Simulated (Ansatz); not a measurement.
**AlNi: a relaxation**

Aim: for AlNi, relax the bulk.

Program: Ansatz 0.2.0. Level of theory: DFT PBE, scalar-relativistic, plane waves, PAW. These are calculated values, not measurements.

1 further run of the same task is left out (set aside as unsound or not needed).

### Step 1. The structure to begin with

Symmetry: Pm-3m, No. 221, cubic system. The conventional cell has a = 2.881 Å, b = 2.881 Å, c = 2.881 Å, α = 90.00°, β = 90.00°, γ = 90.00°. Al (site symmetry m-3m) has 8 Ni at 2.50 Å as nearest neighbours. Ni (site symmetry m-3m) has 8 Al at 2.50 Å as nearest neighbours.

Coordinates:

```cif
data_structure
_symmetry_space_group_name_H-M 'P 1'
_symmetry_Int_Tables_number 1
_cell_length_a 2.8810
_cell_length_b 2.8810
_cell_length_c 2.8810
_cell_angle_alpha 90.000
_cell_angle_beta 90.000
_cell_angle_gamma 90.000
_cell_volume 23.91
loop_
_atom_site_label
_atom_site_type_symbol
_atom_site_fract_x
_atom_site_fract_y
_atom_site_fract_z
_atom_site_occupancy
Al1 Al 0.00000 0.00000 0.00000 1
Ni1 Ni 0.50000 0.50000 0.50000 1
```

The structure comes from the Crystallography Open Database.

### Step 2. A first look at the start

input.yaml

```yaml
crystal:
  lattice:
    - [2.881, 0.0, 0.0]
    - [0.0, 2.881, 0.0]
    - [0.0, 0.0, 2.881]
  atoms:
    - { symbol: Al, position: [0.0, 0.0, 0.0] }
    - { symbol: Ni, position: [0.5, 0.5, 0.5] }
basis:
  ecutwfc: 420
kpoints:
  mp_grid: { grid: [6, 6, 6] }
hamiltonian:
  xc: pbe
scf:
  occupations: { method: gaussian, width: 0.1 }
output:
  forces: true
  stress: true
  eigenvalues: true
```

Launch:

```sh
$ ansatz run input.yaml --threads 4 --pin off --max-ram 10240MiB --backend cpu --events-out ev --progress --plain --runs-dir out
```

The program printed, cut to the lines that bear on the results:

```text
[...]
SCF converged after 6 iterations
Free energy (F): -6378.503373 eV
[...]
E sigma→0 (E₀):  -6378.499770 eV
Entropy (-TS):   -0.007205 eV (-3.602 meV/atom)
Fermi energy:    14.027734 eV
[...]
--- Forces (eV/Å), atoms counted from 1 ---
  atom   1  Al    -0.00000000     0.00000000     0.00000000
  atom   2  Ni     0.00000000    -0.00000000     0.00000000
[...]
--- Stress (GPa, compression-positive) ---
        2.317067       0.000000       0.000000
        0.000000       2.317067       0.000000
        0.000000       0.000000       2.317067
  P = ⅓ Tr σ = 2.3171 GPa (23.171 kbar)
--- Band table (eV; the first three rows and the last of 20) ---
  k-point 0: bands = ["-89.3490", "-49.7502", "-49.7502", "-49.7502", "2.8228", "10.7345", "10.7345", "12.4345", "12.4345", "12.4345", "19.4653", "19.4653", "19.4653", "22.0681", "22.0681"]
[...]
```

Run time: 0.35 s. Hardware: 4 threads of Arm Neoverse V1, shared host; peak memory 0.27 GiB.

The probe gives pressure 2.3 GPa, largest force 0.00 eV/Å, gap on this mesh none (metal). The gap decides the next run's mesh: 14×14×14 points.

### Step 3. Full relaxation

input.yaml, as its differences from that of step 2:

```diff
@@ -11,3 +11,3 @@
 kpoints:
-  mp_grid: { grid: [6, 6, 6] }
+  mp_grid: { grid: [14, 14, 14] }
 hamiltonian:
@@ -20 +20,10 @@
   eigenvalues: true
+  write_density: true
+  write_potential: true
+  elf: true
+  volumetric_format: npy
+relax:
+  adjacent_minimum: "off"
+  f_tol: 0.005
+  max_steps: 80
+  cell: { stress_tol: 0.05 }
```

Launch:

```sh
$ ansatz run input.yaml --threads 4 --pin off --max-ram 10240MiB --backend cpu --events-out ev --progress --plain --runs-dir out
```

The program printed:

```text
Warning: RAYON_NUM_THREADS=4 ignored (pool sized by the plan → 4); use --threads N
Engine: ansatz 0.2.0, aarch64-unknown-linux-gnu
Pseudopotentials: kind: paw
Pseudopotential: Al, paw, valence charge 3, recommended cutoff 420 eV (normal), Al.paw.azcp
Pseudopotential: Ni, paw, valence charge 18, recommended cutoff 420 eV (normal), Ni.paw.azcp
Functional definition: PBE
  parameter kappa = 0.804
  parameter beta = 0.06672455060314922
  exchange = pbe_x(kappa = kappa, mu = beta*pi^2/3)
  correlation = pbe_c(beta = beta)
Crystal: 2 atoms, lattice volume = 23.913 Å³
Basis set: ecut = 420 eV, 461 PW (Γ), exchange–correlation on 40×40×40 points (8 copies of the dense FFT grid, shifted against one another)
Bands: 15, of which v1, the nominal top of the filled ones, is band 11 counted from 1 (10 counted from 0)
Symmetry: 48 space group operations
Space group: Pm-3m (ITA 221), of the structure as read, at distance tolerance 2.9e-5 Å
k-points: 120 of 2744
Non-local potential: Al, projectors of the file, l = 0: 2, l = 1: 2, l = 2: 1
Non-local potential: Ni, projectors of the file, l = 0: 3, l = 1: 2, l = 2: 3, l = 3: 1
PAW form: soft (Blöchl's): semilocal exchange-correlation on the pseudo side does not see the compensation charge
PAW one-centre angular grid: Al, 110 points (default); XC on 64 Gauss nodes
PAW one-centre angular grid: Ni, 590 points (default); XC on 64 Gauss nodes
Initial density: superposition of atomic densities (neutral atoms: chi_scale 0, normalization atom), corrected by the library's trained network
Initial wavefunctions: pseudopotential atomic-orbital guess
Functional: x = pbe(κ = 0.804, μ = 0.2195149727645171), c = pbe(β = 0.06672455060314922)
SCF iter   1: F=—  HF=-6378.529403 eV  |F-HF|=—  |Δ(HF+E_count)|=         —  Δρ=2.06e-3  dr2=5.81e-4  ethr=1.77e-3  ⟨swp⟩=4.8  Hψ=8212  notcnv=0
preconditioner: auto → none  [metal: Δε(μ)=0.033 eV  Ē_g=9.647 eV  σ=0.100 eV  W_gap=0.18  n_scr=6 (ndim 8)  ℏωp=27.4 eV  f_vac=0.000  D(μ)=1.04/eV (n_scr^D=6)  sad-step TF]
SCF iter   2: F=—  HF=-6378.529441 eV  |F-HF|=—  |Δ(HF+E_count)|=   3.75e-5  Δρ=1.15e-3  dr2=2.19e-4  ethr=2.77e-6  ⟨swp⟩=2.2  Hψ=3752  notcnv=0
SCF iter   3: F=—  HF=-6378.529447 eV  |F-HF|=—  |Δ(HF+E_count)|=   6.44e-6  Δρ=8.71e-5  dr2=1.43e-6  ethr=1.04e-6  ⟨swp⟩=1.1  Hψ=1767  notcnv=0
SCF iter   4: F=—  HF=-6378.529517 eV  |F-HF|=—  |Δ(HF+E_count)|=   7.03e-5  Δρ=3.57e-5  dr2=1.47e-7  ethr=6.81e-9  ⟨swp⟩=2.0  Hψ=2567  notcnv=0  defer=1
iter 5 did not close the SCF: its close was put off for the readings that it lacked (scf_convergence_deferred on its scf_iter line)
SCF iter   5: F=-6378.529517 eV  HF=-6378.529517 eV  |F-HF|=7.27e-10  |Δ(HF+E_count)|=   1.14e-9  Δρ=6.30e-6  dr2=2.40e-9  ethr=7.02e-10  ⟨swp⟩=2.4  Hψ=2738  notcnv=0  defer=1
SCF iter   6: F=-6378.529517 eV  HF=-6378.529517 eV  |F-HF|=7.46e-11  |Δ(HF+E_count)|=  7.48e-10  Δρ=1.65e-6  dr2=1.09e-10  ethr=1.14e-11  ⟨swp⟩=5.9  Hψ=9472  notcnv=0
SCF 1 converged in 6 iterations: F = -6378.529517 eV  dr2 = 1.09e-10
relax step   1: F+E_penalty+E_count = -6378.52951734 eV  Δ(F+E_penalty+E_count) = +0.000e0 eV  max|allowed force component| = 1.588e-28 eV/Å  Δτ_max = 0.0000 Å  P = +2.077 GPa  Ω = 23.913 Å³  (6 SCF iters, dr2 threshold 1.00e-7 eV, accepted)
Crystal: 2 atoms, lattice volume = 24.096 Å³
Initial density: handed on by an earlier stage of this run
Initial wavefunctions: those handed on with the density
iter 1 solved again at ethr=5.87e-7 eV; its pass at ethr=3.10e-3 eV (dr2=1.23e-4 eV) is discarded
SCF iter   1: F=—  HF=-6378.531061 eV  |F-HF|=—  |Δ(HF+E_count)|=         —  Δρ=8.84e-4  dr2=1.18e-4  ethr=5.87e-7  ⟨swp⟩=2.0  Hψ=10458  notcnv=0
preconditioner: auto → none  [metal: Δε(μ)=0.043 eV  Ē_g=9.596 eV  σ=0.100 eV  W_gap=0.24  n_scr=6 (ndim 8)  ℏωp=27.3 eV  f_vac=0.000  D(μ)=1.03/eV (n_scr^D=6)]
SCF iter   2: F=—  HF=-6378.531096 eV  |F-HF|=—  |Δ(HF+E_count)|=   3.49e-5  Δρ=1.59e-4  dr2=4.54e-6  ethr=5.62e-7  ⟨swp⟩=1.2  Hψ=1908  notcnv=0
SCF iter   3: F=—  HF=-6378.531092 eV  |F-HF|=—  |Δ(HF+E_count)|=   3.72e-6  Δρ=3.05e-5  dr2=1.61e-7  ethr=2.16e-8  ⟨swp⟩=1.8  Hψ=2328  notcnv=0
iter 4 did not close the SCF: its close was put off for the readings that it lacked (scf_convergence_deferred on its scf_iter line)
SCF iter   4: F=-6378.531092 eV  HF=-6378.531092 eV  |F-HF|=1.98e-9  |Δ(HF+E_count)|=   2.28e-7  Δρ=5.03e-6  dr2=3.99e-9  ethr=7.66e-10  ⟨swp⟩=2.3  Hψ=2419  notcnv=0
iter 5 did not close the SCF: its close was put off for the readings that it lacked (scf_convergence_deferred on its scf_iter line)
SCF iter   5: F=-6378.531092 eV  HF=-6378.531092 eV  |F-HF|=2.73e-11  |Δ(HF+E_count)|=  5.92e-10  Δρ=6.30e-7  dr2=4.51e-11  ethr=1.90e-11  ⟨swp⟩=1.3  Hψ=1957  notcnv=0
SCF iter   6: F=-6378.531092 eV  HF=-6378.531092 eV  |F-HF|=4.55e-12  |Δ(HF+E_count)|=  4.55e-12  Δρ=1.50e-7  dr2=2.88e-12  ethr=1.00e-12  ⟨swp⟩=4.3  Hψ=7888  notcnv=0
SCF 2 converged in 6 iterations: F = -6378.531092 eV  dr2 = 2.88e-12
relax step   2: F+E_penalty+E_count = -6378.53109180 eV  Δ(F+E_penalty+E_count) = -1.574e-3 eV  max|allowed force component| = 2.087e-30 eV/Å  Δτ_max = 0.0000 Å  P = +0.811 GPa  Ω = 24.096 Å³  energy of the carried Pulay correction = -7.209e-5 eV  (6 SCF iters, dr2 threshold 2.00e-7 eV, accepted)
Crystal: 2 atoms, lattice volume = 24.215 Å³
iter 1 solved again at ethr=2.28e-7 eV; its pass at ethr=3.10e-3 eV (dr2=4.79e-5 eV) is discarded
SCF iter   1: F=—  HF=-6378.531306 eV  |F-HF|=—  |Δ(HF+E_count)|=         —  Δρ=5.61e-4  dr2=4.77e-5  ethr=2.28e-7  ⟨swp⟩=2.0  Hψ=10251  notcnv=0
preconditioner: auto → none  [metal: Δε(μ)=0.044 eV  Ē_g=9.556 eV  σ=0.100 eV  W_gap=0.24  n_scr=6 (ndim 8)  ℏωp=27.2 eV  f_vac=0.000  D(μ)=1.03/eV (n_scr^D=6)]
SCF iter   2: F=—  HF=-6378.531353 eV  |F-HF|=—  |Δ(HF+E_count)|=   4.65e-5  Δρ=1.01e-4  dr2=1.83e-6  ethr=2.27e-7  ⟨swp⟩=1.3  Hψ=1964  notcnv=0
iter 3 did not close the SCF: its close was put off for the readings that it lacked (scf_convergence_deferred on its scf_iter line)
SCF iter   3: F=-6378.531351 eV  HF=-6378.531351 eV  |F-HF|=1.10e-7  |Δ(HF+E_count)|=   1.54e-6  Δρ=2.05e-5  dr2=7.28e-8  ethr=8.71e-9  ⟨swp⟩=1.6  Hψ=2185  notcnv=0
iter 4 did not close the SCF: its close was put off for the readings that it lacked (scf_convergence_deferred on its scf_iter line)
SCF iter   4: F=-6378.531351 eV  HF=-6378.531351 eV  |F-HF|=1.09e-9  |Δ(HF+E_count)|=   9.53e-8  Δρ=3.56e-6  dr2=2.06e-9  ethr=3.47e-10  ⟨swp⟩=2.3  Hψ=2478  notcnv=0
iter 5 did not close the SCF: its close was put off for the readings that it lacked (scf_convergence_deferred on its scf_iter line)
SCF iter   5: F=-6378.531351 eV  HF=-6378.531351 eV  |F-HF|=7.28e-12  |Δ(HF+E_count)|=  2.29e-10  Δρ=3.16e-7  dr2=1.03e-11  ethr=9.80e-12  ⟨swp⟩=1.2  Hψ=1850  notcnv=0
SCF iter   6: F=-6378.531351 eV  HF=-6378.531351 eV  |F-HF|=2.73e-12  |Δ(HF+E_count)|=  9.09e-13  Δρ=7.63e-8  dr2=7.59e-13  ethr=1.00e-12  ⟨swp⟩=4.2  Hψ=7707  notcnv=0
SCF 3 converged in 6 iterations: F = -6378.531351 eV  dr2 = 7.59e-13
relax step   3: F+E_penalty+E_count = -6378.53135130 eV  Δ(F+E_penalty+E_count) = -2.595e-4 eV  max|allowed force component| = 5.892e-30 eV/Å  Δτ_max = 0.0000 Å  P = +0.016 GPa  Ω = 24.215 Å³  energy of the carried Pulay correction = -1.186e-4 eV  (6 SCF iters, dr2 threshold 2.00e-7 eV, accepted)
Initial wavefunctions: pseudopotential atomic-orbital guess (no wavefunctions were taken with the density)
iter 1 solved again at ethr=9.89e-9 eV; its pass at ethr=3.10e-3 eV (dr2=2.08e-6 eV) is discarded
SCF iter   1: F=—  HF=-6378.531349 eV  |F-HF|=—  |Δ(HF+E_count)|=         —  Δρ=3.56e-4  dr2=6.38e-7  ethr=9.89e-9  ⟨swp⟩=3.1  Hψ=13814  notcnv=0
preconditioner: auto → none  [metal: Δε(μ)=0.044 eV  Ē_g=9.554 eV  σ=0.100 eV  W_gap=0.24  n_scr=6 (ndim 8)  ℏωp=27.2 eV  f_vac=0.000  D(μ)=1.03/eV (n_scr^D=6)]
SCF iter   2: F=—  HF=-6378.531449 eV  |F-HF|=—  |Δ(HF+E_count)|=   9.99e-5  Δρ=1.78e-4  dr2=1.68e-7  ethr=3.04e-9  ⟨swp⟩=2.0  Hψ=2158  notcnv=0
SCF iter   3: F=—  HF=-6378.531463 eV  |F-HF|=—  |Δ(HF+E_count)|=   1.41e-5  Δρ=1.14e-5  dr2=1.68e-8  ethr=7.98e-10  ⟨swp⟩=1.0  Hψ=1800  notcnv=0
SCF iter   4: F=—  HF=-6378.531463 eV  |F-HF|=—  |Δ(HF+E_count)|=   1.25e-8  Δρ=2.51e-6  dr2=1.50e-9  ethr=8.02e-11  ⟨swp⟩=1.1  Hψ=1876  notcnv=0
SCF iter   5: F=—  HF=-6378.531463 eV  |F-HF|=—  |Δ(HF+E_count)|=  9.55e-11  Δρ=1.75e-6  dr2=5.49e-10  ethr=7.16e-12  ⟨swp⟩=1.1  Hψ=1813  notcnv=0
SCF iter   6: F=-6378.531463 eV  HF=-6378.531463 eV  |F-HF|=1.27e-11  |Δ(HF+E_count)|=  4.55e-11  Δρ=2.53e-7  dr2=1.57e-11  ethr=1.00e-12  ⟨swp⟩=4.5  Hψ=7961  notcnv=0
SCF 4 converged in 6 iterations: F = -6378.531463 eV  dr2 = 1.57e-11
relax step   4: F+E_penalty+E_count = -6378.53146321 eV  Δ(F+E_penalty+E_count) = -1.119e-4 eV  max|allowed force component| = 2.671e-30 eV/Å  Δτ_max = 0.0000 Å  P = +0.021 GPa  Ω = 24.215 Å³  stress off target by 2.06e-2 GPa  SCF on the basis re-selected at this cell (its energy is not comparable with the rows above)  (6 SCF iters)
basis re-selected at this cell: Δ(F+E_penalty+E_count) = -1.119e-4 eV, ΔP = +0.004 GPa vs the last step (what re-selecting the basis moved, of the pressure what is left beyond the Pulay correction that the steps carried, after the strain that the cell walked since its last selection, with what the two solves' SCF thresholds leave and, on support functions, any second-order correction that the steps lacked; it is no measure of the basis error at this ecutwfc). This SCF's stress stands 2.06e-2 GPa from its target on what of the cell is left free (relax.cell.stress_tol is 5.00e-2 GPa) and its largest allowed force component is 2.67e-30 eV/Å (relax.f_tol is 5.00e-3 eV/Å): within both
SCF converged after 6 iterations
Free energy (F): -6378.531463 eV
Harris-Foulkes:  -6378.531463 eV  (|F-HF|=1.27e-11)
Internal energy: -6378.526295 eV  (E = F + TS)
E sigma→0 (E₀):  -6378.528879 eV
Entropy (-TS):   -0.005168 eV (-2.584 meV/atom)
Fermi energy:    13.743432 eV
--- Per-component energies (eV) ---
  E_band       = -339.964299
  E_kinetic    = 310.575683
  E_local      = -4464.265886  (includes V_loc(G=0)·N_el)
  E_nonlocal   = 647.759953
  E_hartree    = 1920.723562
  E_xc         = -126.072764
  E_vxc        = -140.357428  (∫ρ·V_xc dr)
  E_paw        = -2100.398854  (= ΣΔE_a)
  E_vpaw       = -535.124546  (= ΣTr[D̂ρ^β])
  E_aug_tail   = 0.000486  (compensation charges beyond the density's cutoff)
  E_ewald      = -2566.848475
  E_smearing   = -0.005168  (= −TS)
  E_closure    = -0.000000  (closes the sum)
  Σ components = -6378.531463   (vs F -6378.531463, Δ=0.00e0)
--- Forces (eV/Å), atoms counted from 1 ---
  atom   1  Al    -0.00000000     0.00000000     0.00000000
  atom   2  Ni     0.00000000    -0.00000000     0.00000000
  max |Σ_I F_I| component: 5.18e-30 eV/Å
--- Stress (GPa, compression-positive) ---
        0.020645       0.000000      -0.000000
        0.000000       0.020645      -0.000000
       -0.000000      -0.000000       0.020645
  P = ⅓ Tr σ = 0.0206 GPa (0.206 kbar)
--- Band table (eV; the first three rows and the last of 120) ---
  k-point 0: bands = ["-89.5104", "-49.9123", "-49.9123", "-49.9123", "2.6995", "10.5965", "10.5965", "12.2659", "12.2659", "12.2659", "19.1972", "19.1972", "19.1972", "21.8166", "21.8166"]
  k-point 1: bands = ["-89.5103", "-49.9133", "-49.9122", "-49.9122", "2.7927", "10.5889", "10.6184", "12.2253", "12.2253", "12.2702", "18.2304", "19.3204", "19.3204", "21.8224", "22.6826"]
  k-point 2: bands = ["-89.5101", "-49.9163", "-49.9119", "-49.9119", "3.0709", "10.5415", "10.6805", "12.1157", "12.1157", "12.2823", "16.6472", "19.6784", "19.6784", "21.8392", "23.9137"]
  k-point 119: bands = ["-89.5065", "-49.9300", "-49.9300", "-49.9300", "9.7279", "9.7279", "9.7279", "12.8174", "12.8174", "15.7434", "15.7434", "15.7434", "17.3452", "18.1745", "18.1745"]
--- Relaxed structure (3 steps of the walk, 3 accepted, 1 SCFs on fresh bases) ---
  F+E_penalty+E_count = -6378.53146321 eV   max|allowed force component| = 2.671e-30 eV/Å   (the final SCF, on the basis selected at the relaxed cell)
  cell:  # Å, volume = 24.2149 Å³
    - [2.8930835175113994, 4.81482486096809e-34, 6.419766481290786e-35]
    - [4.81482486096809e-34, 2.8930835175113994, -3.209883240645393e-35]
    - [3.209883240645393e-35, -3.209883240645393e-35, 2.8930835175113994]
  atoms:
    - { symbol: Al, position: [7.242013559245504e-35, -1.1141559321905638e-35, 1.0133189172775782e-47] }
    - { symbol: Ni, position: [0.5, 0.5, 0.5] }
```

Wall time 3.3 s (4 threads of Arm Neoverse V1, shared host); peak memory 0.35 GiB.

Step by step:

```
step  energy from step 1 (eV/cell)  largest force component (eV/Å)  pressure (GPa)  volume (Å³)
   1                        0.0000                          0.0000            2.08        23.91
   2                       -0.0016                          0.0000            0.81        24.10
   3                       -0.0018                          0.0000            0.02        24.21
   4                       -0.0019                          0.0000            0.02        24.21
```

Step 1 is the start. Step 4 repeats the geometry before it on a plane-wave basis chosen anew for that cell, so its energy need not be comparable with the rows above.

|  | before | after | change |
| --- | --- | --- | --- |
| a (Å) | 2.881 | 2.893 | +0.4 % |
| b (Å) | 2.881 | 2.893 | +0.4 % |
| c (Å) | 2.881 | 2.893 | +0.4 % |
| volume (Å³/atom) | 11.96 | 12.11 | +1.3 % |
| shortest distance (Å) | 2.495 | 2.505 | +0.4 % |
| space group (0.01 Å) | Pm-3m | Pm-3m | same |

Forces and stress were held to the start's 48 operations: a distortion of lower symmetry was not tested.

Density in a lattice plane of the grid's cell (edges 2.89 and 2.89 Å, at 0.500 of the third edge), which holds Ni.

Values in e/Å³, 12 rows by 12 columns:
```
 0.22  0.22  0.23  0.24  0.25  0.27  0.28  0.27  0.25  0.24  0.23  0.22
 0.22  0.23  0.25  0.29  0.36  0.45  0.50  0.45  0.36  0.29  0.25  0.23
 0.22  0.24  0.29  0.41  0.74  1.38  1.74  1.38  0.74  0.41  0.29  0.24
 0.23  0.25  0.36  0.74  2.14  5.59  7.83  5.59  2.14  0.74  0.36  0.25
 0.22  0.27  0.45  1.38  5.59 19.59 29.95 19.59  5.59  1.38  0.45  0.27
 0.22  0.28  0.50  1.74  7.83 29.95 46.88 29.95  7.83  1.74  0.50  0.28
 0.22  0.27  0.45  1.38  5.59 19.59 29.95 19.59  5.59  1.38  0.45  0.27
 0.23  0.25  0.36  0.74  2.14  5.59  7.83  5.59  2.14  0.74  0.36  0.25
 0.22  0.24  0.29  0.41  0.74  1.38  1.74  1.38  0.74  0.41  0.29  0.24
 0.22  0.23  0.25  0.29  0.36  0.45  0.50  0.45  0.36  0.29  0.25  0.23
 0.22  0.22  0.23  0.24  0.25  0.27  0.28  0.27  0.25  0.24  0.23  0.22
 0.21  0.22  0.22  0.22  0.23  0.22  0.22  0.22  0.23  0.22  0.22  0.22
```
Columns run along the first of these edges and rows up along the second, over one cell in 12 and 12 even steps from the bottom left corner. Atoms in the plane (fractional): Ni at (0.50, 0.50).

ELF in the same plane.

Ten even steps from ' ' (0.18) to '@' (0.66):
```
********++++====----::::::::::----====++++******
******++++====--::..............::--====++++****
****++++==--::....              ....::--==++++**
++++++==--::..                      ..::--==++++
++====--::..          ......          ..::--====
====--::..      ....::::::::::....      ..::--==
==--::..      ....::--======--::....      ..::--
--::::        ..::==++**##**++==::..        ::::
--::..      ..::--++##%%@@%%##++--::..      ..::
--::..      ..::--++##@@@@@@##++--::..      ..::
--::..      ..::--++##%%@@%%##++--::..      ..::
--::::        ..::==++**##**++==::..        ::::
==--::..      ....::--======--::....      ..::--
====--::..      ....::::::::::....      ..::--==
++====--::..          ......          ..::--====
++++++==--::..                      ..::--==++++
****++++==--::....              ....::--==++++**
******++++====--::..............::--====++++****
********++++====----::::::::::----====++++******
**********++++====--------------====++++********
```
Columns run along the first of these edges and rows up along the second, over one cell in 24 and 20 even steps from the bottom left corner. Atoms in the plane (fractional): Ni at (0.50, 0.50).

Both are smooth fields of the valence electrons: close to the nuclei they are not physical.

The highest ELF values outside the cores: 0.52 in the shell around Al, 1.0 Å from Al.

### Step 4. What came out

| quantity | value |
| --- | --- |
| bulk: relaxed cell | a = 2.893 Å, b = 2.893 Å, c = 2.893 Å, α = 90.00°, β = 90.00°, γ = 90.00° |
| bulk: space group (0.01 Å) | Pm-3m (No. 221) |
| bulk: volume | 12.11 Å³/atom |
| bulk: formation energy (elements from runs with the same settings, not shown) | -0.65 eV/atom |

**Reading.** The bulk's relaxed volume is 1.3 % larger than at the start. PBE usually gives cells somewhat too large. Spin polarisation is off in the runs that give these values; a magnetic solution could lie lower.
